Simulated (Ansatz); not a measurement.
System: Cd (fcc type), 1 atom in the cell.

```
CELL_PARAMETERS angstrom
0.00000 2.25060 2.25060
2.25060 0.00000 2.25060
2.25060 2.25060 0.00000
ATOMIC_POSITIONS crystal
Cd 0.00000 0.00000 0.00000
```

Code and potentials: Ansatz all-electron LAPW. Settings of the plain PBE run: k-mesh 4×4×4 Γ-centred; Fermi–Dirac smearing of 0.15 eV; no spin polarisation.

Plain PBE gives:

```
Pressure : -0.59 GPa
```

Problem. What changes under PBE with spin–orbit coupling?

Solution. The pressure falls by 0.14 GPa to -0.73 GPa.

The k-mesh is coarse, so these values belong to this mesh and can lie far from the converged ones. This cubic structure is a model: it isn't the usual form of the substance at ambient conditions, and such phases are metastable or hypothetical.
